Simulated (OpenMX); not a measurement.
The system is KI.

```xyz
2
Lattice="4.2912 0.0000 0.0000 0.0000 4.2912 0.0000 0.0000 0.0000 4.2912" Properties=species:S:1:pos:R:3 pbc="T T T"
I     2.1775    2.0889    2.1142
K     0.0077    0.0297    0.0412
```

The cell comes from a database or a generator and needn't be the stable form of this composition.

The cell isn't the ideal one: atoms moved at random, drawn with an rms of 0.05 Å.

Base run:

| Property | Result |
| --- | --- |
| Program | OpenMX 3.8.5 |
| Functional | PBE |
| Potentials or basis | OpenMX 2013 PBE set, I7.0-s3p2d2f1, K10.0-s3p2d1, grid cutoff 160 Ry |
| k mesh | 7 × 7 × 7 |
| Occupations | fermi-dirac, width 0.05 eV |
| Spin | no spin polarisation |

Its results: band gap on the k mesh 3.62 eV, indirect (least direct gap 3.95 eV); pressure 0.7 GPa; largest force 0.088 eV/Å.

Q: The run is repeated on the same cell with these changes: potentials or basis from OpenMX 2013 PBE set, I7.0-s3p2d2f1, K10.0-s3p2d1, grid cutoff 160 Ry to OpenMX 2013 PBE set, I7.0-s3p2d2, K10.0-s3p2, grid cutoff 300 Ry. What comes out?

A: Band gap on the k mesh 3.55 eV, indirect (least direct gap 3.89 eV); pressure 1.1 GPa; largest force 0.128 eV/Å.

Caveats: spin-orbit coupling is left out, which moves the levels of the heavy elements; an odd mesh through Γ misses points on the zone boundary, where band edges often lie; the basis of atomic orbitals isn't converged, which shifts pressures, moduli and gaps; the real-space grid is coarse for these elements, which adds noise of up to some 20 meV/atom to energies and shifts forces, pressures and volumes (some runs).
